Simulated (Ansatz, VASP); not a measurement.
**SiC: VASP beside Ansatz**

```
CELL_PARAMETERS angstrom
0.00000 2.17814 2.17814
2.17814 0.00000 2.17814
2.17814 2.17814 0.00000
ATOMIC_POSITIONS crystal
Si 0.00000 0.00000 0.00000
C 0.75000 0.75000 0.75000
```

Alike in both runs: functional r2SCAN; k mesh 12 × 12 × 12; occupations gaussian, width 0.02 eV; no spin polarisation.

Ansatz relaxed the structure, and its values are those at the end. VASP's run is a single point on that final structure, the one shown.

```csv
,VASP,Ansatz
version,VASP 6.6.1,Ansatz 0.2.0
potentials or method,"VASP PAW PBE potentials, release 64 (Si, C)","scalar-relativistic, plane waves, PAW"
plane-wave cutoff (eV),520,500
valence electrons in the cell,8,8
```

|  | VASP | Ansatz | Ansatz less VASP |
| --- | --- | --- | --- |
| gap on the k mesh at the Fermi level (eV) | 1.72 | 1.71 | -0.011 |
| least direct gap on the mesh (eV) | 5.06 | 5.05 | -0.013 |
| pressure (GPa) | -0.2 | 0.0 | +0.17 |

With one functional, cell and mesh, what is left measures potentials, basis and numerics.

Caveats: the PAW data sets were made with another functional, which shifts forces and pressure a little (VASP). A k mesh can miss the band edges. r2SCAN opens gaps a little over a GGA but as a rule still falls short of measured ones.
